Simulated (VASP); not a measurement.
**TaN: single point with HSE06**

The system is TaN.

```
Ta N
1.0
     2.93800    0.00000    0.00000
    -2.93800    5.08877    0.00000
     0.00000    0.00000    2.88300
Ta N
2 2
Direct
  0.33333 0.33333 0.50000
  0.33333 0.83333 0.50000
  0.00000 0.00000 0.00000
  0.00000 0.50000 0.00000
```

```
Program                            : VASP 6.6.1
Task                               : single point
Functional                         : HSE06
Potentials or basis                : VASP PAW PBE potentials, release 64 (Ta_pv, N)
Cutoff                             : 450 eV
k mesh                             : 5 × 3 × 5
Occupations                        : gaussian, width 0.05 eV
Spin                               : collinear spin, antiferromagnetic start
Starting moments                   : [0.5, -0.5, 0.0, 0.0] μB
Grid for exact exchange (PRECFOCK) : Fast
Screening parameter                : 0.2 1/A
Further INCAR settings             : ALGO = Normal; EDIFF = 1e-06
```

The largest force is 0.021 eV/Å and the band gap on the k mesh is 0.13 eV. The net moment is 0.00 μB per cell. The valence electrons inside the program's atomic spheres are Ta 8.96; N 3.73.

Forces in eV/Å, atoms in the order of the input:
```
Ta   0.000 -0.021  0.000
Ta   0.000 -0.021  0.000
N    0.000  0.021  0.000
N    0.000  0.021  0.000
```

Levels at points of the mesh, in eV from the valence-band top:
Spin up:
| k point | band 12 | band 13 | band 14 | band 15 | band 16 | band 17 | band 18 | band 19 | band 20 |
| --- | --- | --- | --- | --- | --- | --- | --- | --- | --- |
| (0.00, 0.00, 0.00) | -5.51 | -5.04 | -4.20 | -4.04 | -3.74 | 2.66 | 3.59 | 4.12 | 4.15 |
Spin down:
```csv
k point,band 12,band 13,band 14,band 15,band 16,band 17,band 18,band 19,band 20
"(0.00, 0.00, 0.00)",-5.51,-5.04,-4.20,-4.04,-3.74,2.66,3.59,4.12,4.15
```

It took 20 min on 1 thread of Intel(R) Xeon(R) 6975P-C (Granite Rapids), on a shared host, peak memory 0.29 GiB.

Caveat: the k mesh is coarse (spacing up to 0.49 Å⁻¹), so the values aren't converged, least of all with exact exchange; the PAW data sets were made with another functional, which shifts forces and pressure a little; spin-orbit coupling is left out, which moves the levels of the heavy elements; an odd mesh through Γ misses points on the zone boundary, where band edges often lie.
